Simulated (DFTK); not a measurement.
Crystal: HfN.

```xyz
2
Lattice="0.0000 2.2560 2.2560 2.2560 0.0000 2.2560 2.2560 2.2560 0.0000" Properties=species:S:1:pos:R:3 pbc="T T T"
Hf    0.0000    0.0000    0.0000
N     2.2560    2.2560    2.2560
```

Base run:

| Property | Result |
| --- | --- |
| Program | DFTK 0.8.2 |
| Functional | LDA |
| Potentials or basis | SG15 1.2 (PBE) |
| Cutoff | 1225 eV |
| k mesh | 8 × 8 × 8 |
| Occupations | fermi-dirac, width 0.05 eV |
| Spin | no spin polarisation |

Its results: band gap on the k mesh none (metal or under the smearing width); pressure -12.1 GPa.

Task: The run is repeated on the same cell with these changes: functional from LDA to TASK. What comes out?

Result: Band gap on the k mesh none (metal or under the smearing width); pressure 4.5 GPa.

Caveats: the potentials were made for another functional, which shifts forces and pressure.

Not every run made on this cell is shown here.
